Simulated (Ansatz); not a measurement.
Bi under changes of volume

One of the cells (35.070 Å³/atom); the others are scaled copies at fixed shape and fractional positions:

```
CELL_PARAMETERS angstrom
2.26750 1.30914 3.93800
-2.26750 1.30914 3.93800
0.00000 -2.61828 3.93800
ATOMIC_POSITIONS crystal
Bi 0.76600 0.76600 0.76600
Bi 0.23400 0.23400 0.23400
```

| Quantity | Value |
| --- | --- |
| Program | Ansatz 0.2.0 |
| Functional | PBE |
| Potentials or basis | Ansatz PAW |
| Cutoff | 420 eV (not typed: the program's choice for these potentials) |
| k mesh | 7 × 7 × 7 |
| Occupations | fermi-dirac, width 0.05 eV |
| Spin | no spin polarisation |

| volume (Å³/atom) | energy over the lowest point (meV/atom) | pressure (GPa) | gap on the mesh (eV) | largest force (eV/Å) |
| --- | --- | --- | --- | --- |
| 32.965 | 60.52 | 5.9 | 0.30 | 0.510 |
| 33.667 | 38.02 | 4.5 | 0.28 | 0.400 |
| 34.368 | 21.29 | 3.2 | 0.27 | 0.296 |
| 35.070 | 9.73 | 2.1 | 0.26 | 0.200 |
| 35.771 | ? | ? | ? | ? |
| 36.472 | 0.00 | 0.2 | 0.25 | 0.025 |
| 37.174 | 0.94 | -0.6 | 0.24 | 0.054 |

Q: What does the run at 35.771 Å³/atom give?

A: Energy over the lowest point 2.79 meV/atom; pressure 1.1 GPa; gap on the mesh 0.25 eV; largest force 0.109 eV/Å.

Worked out: A Birch-Murnaghan fit of order 3 (a polynomial in V^(-2/3)) to the other rows has its minimum at 36.64 Å³/atom with B0 = V·E''(V) = 43 GPa and B' = 4.6 at fixed shape and positions, which overstates the stiffness. It gives 2.79 meV/atom at 35.771 Å³/atom, against the run's 2.79, and -dE/dV = 1.1 GPa, against 1.1. A straight line through the other rows of the gap, of slope -0.455 eV per unit of ln V, gives 0.26 eV, against the run's 0.25.

Energies are extrapolated to zero smearing.

Caveats: odd divisions of the mesh miss points on the zone boundary, where band edges often lie, so the gap on the mesh can be too wide; spin-orbit coupling is left out, which as a rule narrows the gap of such compounds by several tenths of an eV.

A mesh can miss the band edges.
